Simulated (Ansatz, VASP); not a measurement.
## Two plane-wave programs on Li2S

```
CELL_PARAMETERS angstrom
0.00000 2.85211 2.85211
2.85211 0.00000 2.85211
2.85211 2.85211 0.00000
ATOMIC_POSITIONS crystal
S 0.00000 0.00000 0.00000
Li 0.25000 0.25000 0.25000
Li 0.75000 0.75000 0.75000
```

The cell comes from a database or a generator and needn't be the stable form of this composition.

Alike in both runs: task single point; functional PBEsol; k mesh 6 × 6 × 6; occupations gaussian, width 0.05 eV; no spin polarisation.

|  | VASP | Ansatz |
| --- | --- | --- |
| version | VASP 6.6.1 | Ansatz 0.2.0 |
| potentials or method | VASP PAW PBE potentials, release 64 (S, Li_sv) | scalar-relativistic, plane waves, PAW |
| plane-wave cutoff (eV) | 520 | 420 |
| valence electrons in the cell | 12 | 12 |

VASP gave:

| Item | Value |
| --- | --- |
| gap on the k mesh at the Fermi level (eV) | 3.22 |
| least direct gap on the mesh (eV) | 4.09 |

Q: What did Ansatz give for the same quantities?

A: gap on the k mesh at the Fermi level (eV): 3.22; least direct gap on the mesh (eV): 4.08.

 A k mesh can miss the band edges.
